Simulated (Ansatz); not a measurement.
A plane-wave run on Se

Input file of Ansatz 0.2.0:

```yaml
crystal:
  lattice:
    - [5.703843, 3.293119, 1.492271]
    - [-5.703843, 3.293119, 1.492271]
    - [0.0, -6.586228, 1.492271]
  atoms:
    - { symbol: Se, position: [0.5845, 0.351, 0.2465] }
    - { symbol: Se, position: [0.2465, 0.5845, 0.351] }
    - { symbol: Se, position: [0.351, 0.2465, 0.5845] }
    - { symbol: Se, position: [0.4155, 0.649, 0.7535] }
    - { symbol: Se, position: [0.7535, 0.4155, 0.649] }
    - { symbol: Se, position: [0.649, 0.7535, 0.4155] }
  symmetry: { tolerance: 0.0003 }
kpoints:
  mp_grid: { grid: [7, 7, 7], shift: [0, 0, 0] }
  band_path:
    path:
      - [0.0, 0.0, 0.0]
      - [0.5, 0.0, 0.0]
      - [0.5, -0.5, 0.5]
      - [0.20089062, -0.79910938, 0.20089062]
      - [0.20089062, 0.20089062, 0.20089062]
      - [0.0, 0.0, 0.0]
      - [0.5, -0.5, 0.0]
    npoints: 11
magnetization:
  spin_polarized: false
scf:
  occupations: { method: fermi_dirac }
  lower_state_search: "off"
  max_iter: 200
hamiltonian:
  pseudopotentials: { kind: paw }
  xc: r2scan
total_charge: -2
basis:
  ecutwfc: 500
  fft_grid_basis: typed
output:
  forces: true
  stress: true
  eigenvalues: true
  bader: true
  populations: true
  elf: true
  write_potential: true
  volumetric_format: npy
  dos:
    e_range: [-12, 8]
    de: 0.05
    projected: { site_lists: { Se: [Se] } }
checkpoint:
  read: saved_state
```

Command:

```sh
ansatz run input.yaml --threads 1 --pin off --max-ram 2560MiB --backend cpu --events-out ev --progress --plain --runs-dir out
```

The run starts from an earlier solution of this cell. 

Parts of the output:

```
Free energy (F): -32850.6177 eV
Harris-Foulkes:  -32850.6177 eV  (|F-HF|=5.12e-8)
Internal energy: -32850.4894 eV  (E = F + TS)
E sigma→0 (E₀):  -32850.5535 eV
Entropy (-TS):   -0.1283 eV (-21.380 meV/atom)
Fermi energy:    8.5724 eV
--- Per-component energies (eV) ---
  E_band       = -2543.6882
  E_kinetic    = 752.4250
  E_local      = -16868.8698  (includes V_loc(G=0)·N_el)
  E_nonlocal   = -3569.2951
  E_hartree    = 8265.7784
  E_xc         = -614.1970
  E_vxc        = -670.4471  (∫ρ·V_xc dr)
  E_paw        = -11547.2832  (= ΣΔE_a)
  E_vpaw       = 1247.2394  (= ΣTr[D̂ρ^β])
  E_aug_tail   = -0.0012  (compensation charges beyond the density's cutoff)
  E_vtau       = 33.6995  (kinetic-family band-sum trace: ∫τ·v_τ [+ j·A + Jᵃ·Aᵃ] dr)
  E_ewald      = -9258.4578
  E_core_change = -10.5886  (= ΣΔE_core)
  E_smearing   = -0.1283  (= −TS)
  E_deformation_potential = -23.6937  (in the stress; not in F)
--- Forces (eV/Å), atoms counted from 1 ---
  atom   1  Se     2.8165     3.0113    -2.9166
  atom   2  Se    -4.0161     0.9335    -2.9166
  atom   3  Se     1.1996    -3.9448    -2.9166
  atom   4  Se    -2.8165    -3.0113     2.9166
  atom   5  Se     4.0161    -0.9335     2.9166
  atom   6  Se    -1.1996     3.9448     2.9166
--- Stress (GPa, compression-positive) ---
       23.7242       0.0000       0.0000
        0.0000      23.7242       0.0000
        0.0000       0.0000       6.6622
  P = ⅓ Tr σ = 18.0369 GPa (180.369 kbar)
--- Löwdin populations: 6 sites ---
  site symbol       q [e]
     0     Se     16.2302
     1     Se     16.2302
     2     Se     16.2302
     3     Se     16.2302
     4     Se     16.2302
     5     Se     16.2302
  spilling = 0.0063 (of n_electrons = 98.0000)
--- Bader charges: 6 sites ---
  site symbol  charge [e]  shift [e]
     0     Se     -0.3333     0.0000
     1     Se     -0.3333     0.0000
     2     Se     -0.3333     0.0000
     3     Se     -0.3333     0.0000
     4     Se     -0.3333     0.0000
     5     Se     -0.3333     0.0000
```

Origin: a known structure type with other elements, at an estimated volume, so it need not be a known compound. Caveats: many states at the Fermi level without spin polarisation, so a magnetic state may lie lower; atoms or cell far from equilibrium; charged cell with a uniform background.

Run time, from a saved density: 3.4 min on 1 thread of Arm Neoverse V1, on a shared host, peak memory 1.2 GiB.
